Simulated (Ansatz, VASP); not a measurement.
HfO2: VASP beside Ansatz

```
Hf O
1.0
     0.00000    2.50389    2.53861
     2.50389    0.00000    2.53861
     2.50389    2.50389    0.00000
Hf O
1 2
Direct
  0.00000 0.00000 0.00000
  0.25000 0.25000 0.25000
  0.75000 0.75000 0.75000
```

Change from the starting cell: epitaxial_xy strain -1.0%.

Alike in both runs: task single point; functional r2SCAN; k mesh 8 × 8 × 8; no spin polarisation.

|  | VASP | Ansatz |
| --- | --- | --- |
| version | VASP 6.6.1 | Ansatz 0.2.0 |
| potentials or method | VASP PAW PBE potentials, release 64 (Hf_pv, O) | plane waves, PAW |
| plane-wave cutoff (eV) | 520 | 500 |
| occupations | gaussian, width 0.01 eV | fixed |
| valence electrons in the cell | 22 | 38 |

Ansatz gave:

```
gap on the k mesh at the Fermi level (eV)       : 4.28
pressure (GPa)                                  : 4.6
largest component of the traceless stress (GPa) : 4.62
```

Problem. Which values does VASP return?

Solution. gap on the k mesh at the Fermi level (eV): 4.30; pressure (GPa): 0.5; largest component of the traceless stress (GPa): 4.70.

One of these differences is far larger than is usual between the two programs; its cause wasn't traced. The two sets of potentials don't hold the same shells in valence.

Caveats: the PAW data sets were made with another functional, which shifts forces and pressure a little (VASP); spin-orbit coupling is left out, which moves the levels of the heavy elements. A k mesh can miss the band edges.
